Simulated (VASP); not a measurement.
# Si (Fm-3m) in VASP: settings compared

One crystal, Si, is run at these levels: PBE, PBE+D3(BJ); tasks: relaxation of the atoms, relaxation of cell and atoms.

Program: VASP 6.6.1. These are calculated values, not measurements. Logs are shortened: lines on timing, memory, paths and dates and some standing lists are left out, and cuts for length are marked.

## (1) Starting point

The structure is cubic, space group Fm-3m (No. 225). Conventional cell: a = 3.822 Å, b = 3.822 Å, c = 3.822 Å, α = 90.00°, β = 90.00°, γ = 90.00°. Si (site symmetry m-3m) has 12 Si at 2.70 Å as nearest neighbours.

This isn't the form of Si at room conditions, which is diamond.

## (2) Relaxation of the atoms, PBE (a relaxed cell with its volume scaled by 1.06)

File INCAR:

```
SYSTEM = Si
ALGO = Fast ; EDIFF = 1E-7
EDIFFG = -0.01 ; ENCUT = 600
GGA = PE ; IBRION = 2
ISIF = 2 ; ISMEAR = 1
LASPH = .TRUE. ; LCHARG = .FALSE.
LREAL = .FALSE. ; LWAVE = .FALSE.
NELM = 80 ; NSW = 40
PREC = Accurate ; SIGMA = 0.1
```

File KPOINTS:

```
k-points
0
G
  16 16 16
  0 0 0
```

File POSCAR:

```
Si                                      
1.0
    0.0000000000      1.9690270002      1.9690270002
    1.9690270002      0.0000000000      1.9690270002
    1.9690270002      1.9690270002      0.0000000000
  Si            
     1
Direct
     0.0000000000000000    0.0000000000000000    0.0000000000000000
```

Potentials or basis: VASP PAW PBE potentials, release 64 (Si).

The run is started by

```
> cat potpaw_PBE.64/Si/POTCAR > POTCAR
> mpirun -np 1 vasp_std > vasp.out
```

OUTCAR:

```text
SYSTEM = Si
   EDIFF = 1E-7
   EDIFFG = -0.01
   ENCUT = 600
   GGA = PE
   IBRION = 2
   ISIF = 2
   ISMEAR = 1
   LASPH = .TRUE.
   LREAL = .FALSE.
   NELM = 80
   NSW = 40
   PREC = Accurate

 ion  position               nearest neighbor table
   1  0.000  0.000  0.000-

  LATTYP: Found a face centered cubic cell.
 ALAT       =     3.9380540004

  Lattice vectors:

 A1 = (   0.0000000000,   1.9690270002,   1.9690270002)
 A2 = (   1.9690270002,   0.0000000000,   1.9690270002)
 A3 = (   1.9690270002,   1.9690270002,   0.0000000000)

Analysis of symmetry for initial positions (statically):
=====================================================================
 Subroutine PRICEL returns:
 Original cell was already a primitive cell.

 Routine SETGRP: Setting up the symmetry group for a
 face centered cubic supercell.

 Subroutine GETGRP returns: Found 48 space group operations
 (whereof 48 operations were pure point group operations)
 out of a pool of 48 trial point group operations.

The static configuration has the point symmetry O_h .

Analysis of symmetry for dynamics (positions and initial velocities):
=====================================================================
 Subroutine PRICEL returns:
 Original cell was already a primitive cell.

 Routine SETGRP: Setting up the symmetry group for a
 face centered cubic supercell.

 Subroutine GETGRP returns: Found 48 space group operations
 (whereof 48 operations were pure point group operations)
 out of a pool of 48 trial point group operations.

The dynamic configuration has the point symmetry O_h .

 Subroutine INISYM returns: Found 48 space group operations
 (whereof 48 operations are pure point group operations),
 and found     1 'primitive' translations

----------------------------------------------------------------------------------------

                                     Primitive cell

  volume of cell :      15.2681

  direct lattice vectors                    reciprocal lattice vectors
     0.000000000  1.969027000  1.969027000    -0.253932526  0.253932526  0.253932526
     1.969027000  0.000000000  1.969027000     0.253932526 -0.253932526  0.253932526
     1.969027000  1.969027000  0.000000000     0.253932526  0.253932526 -0.253932526

  length of vectors
     2.784624688  2.784624688  2.784624688     0.439824037  0.439824037  0.439824037

  position of ions in fractional coordinates (direct lattice)
     0.000000000  0.000000000  0.000000000

  ion indices of the primitive-cell ions
   primitive index   ion index
                 1           1

----------------------------------------------------------------------------------------

 KPOINTS: k-points

Automatic generation of k-mesh.
 Grid dimensions read from file:
 generate k-points for:   16   16   16

 Generating k-lattice:

  Cartesian coordinates                     Fractional coordinates (reciprocal lattice)
    -0.015870783  0.015870783  0.015870783     0.062500000  0.000000000  0.000000000
     0.015870783 -0.015870783  0.015870783     0.000000000  0.062500000  0.000000000
     0.015870783  0.015870783 -0.015870783     0.000000000  0.000000000  0.062500000

  Length of vectors
     0.027489002  0.027489002  0.027489002

  Shift w.r.t. Gamma in fractional coordinates (k-lattice)
     0.000000000  0.000000000  0.000000000

 Subroutine IBZKPT returns following result:
 ===========================================

 Found    145 irreducible k-points:

 Following reciprocal coordinates:
            Coordinates               Weight
  0.000000  0.000000  0.000000      1.000000
  0.062500  0.000000  0.000000      8.000000
  0.125000  0.000000  0.000000      8.000000
  0.187500  0.000000  0.000000      8.000000
  0.250000  0.000000  0.000000      8.000000
  0.312500  0.000000  0.000000      8.000000
[... 16 lines left out ...]
 -0.125000  0.062500  0.000000     24.000000
 -0.062500  0.062500  0.000000     12.000000
 [... further k-points ...]
   k-points           NKPTS =    145   k-points in BZ     NKDIM =    145   number of bands    NBANDS=      6
   number of dos      NEDOS =    301   number of ions     NIONS =      1
   total plane-waves  NPLWV =  13824
   dimension x,y,z NGX =    24 NGY =   24 NGZ =   24
   dimension x,y,z NGXF=    48 NGYF=   48 NGZF=   48
   ions per type =               1
   NGX,Y,Z   is equivalent  to a cutoff of  14.33, 14.33, 14.33 a.u.
   NGXF,Y,Z  is equivalent  to a cutoff of  28.66, 28.66, 28.66 a.u.
 SYSTEM =  Si
   PREC   = accura    normal or accurate (medium, high low for compatibility)
   ISTART =      0    job   : 0-new  1-cont  2-samecut
   ICHARG =      2    charge: 1-file 2-atom 10-const
   ISPIN  =      1    spin polarized calculation?
   LNONCOLLINEAR =      F non collinear calculations
   LSORBIT =      F    spin-orbit coupling
   LASPH  =      T    aspherical Exc in radial PAW
   ENCUT  =  600.0 eV  44.10 Ry    6.64 a.u.   5.56  5.56  5.56*2*pi/ulx,y,z
   NELM   =     80;   NELMIN=  2; NELMDL= -5     # of ELM steps
   EDIFF  = 0.1E-06   stopping-criterion for ELM
   LREAL  =      F    real-space projection
   EDIFFG = -.1E-01   stopping-criterion for IOM
   NSW    =     40    number of steps for IOM
   IBRION =      2    ionic relax: 0-MD 1-quasi-New 2-CG
   NFREE  =      1    steps in history (QN), initial steepest desc. (CG)
   ISIF   =      2    stress and relaxation
   ISYM   =      2    0-nonsym 1-usesym 2-fastsym
   POTIM  = 0.5000    time-step for ionic-motion
   TEBEG  =    0.0;   TEEND  =   0.0 temperature during run
   PSTRESS=    0.0 pullay stress
   NELECT =       4.0000    total number of electrons
   NUPDOWN=      -1.0000    fix difference up-down
   EMIN   =  10.00;   EMAX   =-10.00  energy-range for DOS
   EFERMI =   0.00;   METHOD = LEGACY
   ISMEAR =     1;   SIGMA  =   0.10  broadening in eV -4-tet -1-fermi 0-gaus
   EFERMI_NEDOS =   21; number of points for ismear=-14 and -15
   IALGO  =     68    algorithm
   IMIX   =      4    mixing-type and parameters
     AMIX     =   0.40;   BMIX     =  1.00
     AMIX_MAG =   1.60;   BMIX_MAG =  1.00
  volume/ion in A,a.u.               =      15.27       103.03
  Fermi-wavevector in a.u.,A,eV,Ry     =   1.047530  1.979545 14.929934  1.097319
  Thomas-Fermi vector in A             =   2.182414
   LORBIT       =      0    0 simple, 1 ext, 2 COOP (PROOUT), +10 PAW based schemes
   GGA     = PE    functional components
   LHFCALC =     F    Hartree Fock is set to
   AEXX    =    0.0000 exact exchange contribution
   IVDW    =     0    specifies the selected vdW correction
   LEPSILON=     F    determine dielectric tensor
   LRPA    =     F    only Hartree local field effects (RPA)
 conjugate gradient relaxation of ions
 non-spin polarized calculation
 RMM-DIIS sequential band-by-band and
 Methfessel and Paxton  Order N= 1 SIGMA  =   0.10
  energy-cutoff  :      600.00
  volume of cell :       15.27
 maximum number of plane-waves:       531
 NGX is ok and might be reduce to    24
   NGX = 11   NGY = 11   NGZ = 11

 number of electron       4.0000000 magnetization

 Free energy of the ion-electron system (eV)
  ---------------------------------------------------
  ext. energy  EPLUGINS =         0.00000000
  ---------------------------------------------------
  free energy    TOTEN  =        -4.87153873 eV

  energy without entropy =       -4.87011835  energy(sigma->0) =       -4.87106527

 E-fermi :   9.5051     XC(G=0): -10.9793

 val. band max:        9.4913859698   @ k =  -0.4375   0.4375   0.0625
 cond. band min:       9.5058415931   @ k =  -0.2500   0.4375   0.1875
 fundamental gap:      0.0144556233
 Fermi energy:         9.5051293443

 k-point     1 :       0.0000    0.0000    0.0000
  band No.  band energies     occupation
      1      -4.4911      2.00000
      2      19.9751      0.00000
      3      19.9751      0.00000
      4      19.9752      0.00000
      5      21.1970      0.00000
      6      21.1970      0.00000

 k-point     2 :       0.0625    0.0000    0.0000
  band No.  band energies     occupation
      1      -4.3815      2.00000
      2      18.2659      0.00000
      3      19.5012      0.00000
      4      19.5012      0.00000
      5      21.8020      0.00000
      6      21.8025      0.00000

 k-point     3 :       0.1250    0.0000    0.0000
  band No.  band energies     occupation
      1      -4.0529      2.00000
      2      15.7598      0.00000
      3      18.8355      0.00000
      4      18.8356      0.00000
      5      22.2642      0.00000
      6      22.7596      0.00000

 k-point     4 :       0.1875    0.0000    0.0000
  band No.  band energies     occupation
      1      -3.5066      2.00000
      2      13.2035      0.00000
      3      18.2906      0.00000
      4      18.2906      0.00000
      5      22.2112      0.00000
      6      23.1758      0.00000

 k-point     5 :       0.2500    0.0000    0.0000
  band No.  band energies     occupation
      1      -2.7447      2.00000
      2      10.7344     -0.00000
      3      17.9013      0.00000
      4      17.9013      0.00000
      5      22.1026      0.00000
      6      22.5474      0.00000
[... 136 lines left out ...]
 k-point    21 :      -0.2500    0.0625    0.0000
  band No.  band energies     occupation
      1      -2.3467      2.00000
      2      10.0277     -0.00000
      3      16.0592      0.00000
      4      18.6877      0.00000
      5      21.5932      0.00000
      6      22.6218      0.00000

 k-point    22 :      -0.1875    0.0625    0.0000
  band No.  band energies     occupation
      1      -3.1796      2.00000
      2      12.4482      0.00000
      3      16.3622      0.00000
      4      19.1707      0.00000
      5      22.2656      0.00000
      6      22.7060      0.00000

 k-point    23 :      -0.1250    0.0625    0.0000
  band No.  band energies     occupation
      1      -3.7978      2.00000
      2      14.9710      0.00000
      3      16.8447      0.00000
      4      19.6930      0.00000
      5      22.1253      0.00000
      6      22.6517      0.00000

 k-point    24 :      -0.0625    0.0625    0.0000
  band No.  band energies     occupation
      1      -4.1989      2.00000
      2      17.4300      0.00000
      3      17.5455      0.00000
      4      20.0338      0.00000
      5      21.4795      0.00000
      6      22.3062      0.00000

 [... further k-points ...]
[... 5 lines left out ...]
  --------------------------------------------------------------------------------------
  -------------------------------------------------------------------------------------
  Total       -0.4130020     -0.4130020     -0.4130020      0.0000000     -0.0000000      0.0000000
  in kB      -43.3388792    -43.3388792    -43.3388792      0.0000000     -0.0000000      0.0000000
  external PRESSURE =     -43.3388792 kB  Pullay stress =       0.0000000 kB

 VOLUME and BASIS-vectors are now :
 -----------------------------------------------------------------------------
  energy-cutoff  :      600.00
  volume of cell :       15.27
      direct lattice vectors                 reciprocal lattice vectors
     0.000000000  1.969027000  1.969027000    -0.253932526  0.253932526  0.253932526
     1.969027000  0.000000000  1.969027000     0.253932526 -0.253932526  0.253932526
     1.969027000  1.969027000  0.000000000     0.253932526  0.253932526 -0.253932526

 POSITION                                       TOTAL-FORCE (eV/Angst)
 -----------------------------------------------------------------------------------
      0.00000      0.00000      0.00000         0.000000     -0.000000      0.000000
 -----------------------------------------------------------------------------------
    total drift:                                0.000000     -0.000000     -0.000000

  FREE ENERGIE OF THE ION-ELECTRON SYSTEM (eV)
  ---------------------------------------------------
  free  energy   TOTEN  =        -4.8715387315 eV

  energy  without entropy=       -4.8701183483  energy(sigma->0) =       -4.87106527

 reached required accuracy - stopping structural energy minimisation
```

Run time: 5.6 s. Hardware: 1 thread of Intel Xeon 6975P-C (Granite Rapids), shared host; peak memory 0.14 GiB.

What came out:

* Free energy: -4.8715 eV
* Pressure after relaxing: -4.3 GPa
* Band gap on the k mesh: none (metal or under the smearing width)

Final structure:
```
CELL_PARAMETERS angstrom
0.00000 1.96903 1.96903
1.96903 0.00000 1.96903
1.96903 1.96903 0.00000
ATOMIC_POSITIONS crystal
Si 0.00000 0.00000 0.00000
```

Levels at points of the mesh, in eV from the Fermi level:
| k point | band 1 | band 2 | band 3 | band 4 | band 5 |
| --- | --- | --- | --- | --- | --- |
| (0.00, 0.00, 0.00) | -14.00 | 10.47 | 10.47 | 10.47 | 11.69 |
| (0.50, 0.00, 0.00) | -7.50 | -6.64 | 8.05 | 8.05 | 10.66 |
| (0.50, 0.50, 0.00) | -5.13 | -4.54 | 3.01 | 3.01 | 4.46 |

Caveat: the relaxation stopped at its first step, so nothing moved.

(Part 1 of 2 ends here.)
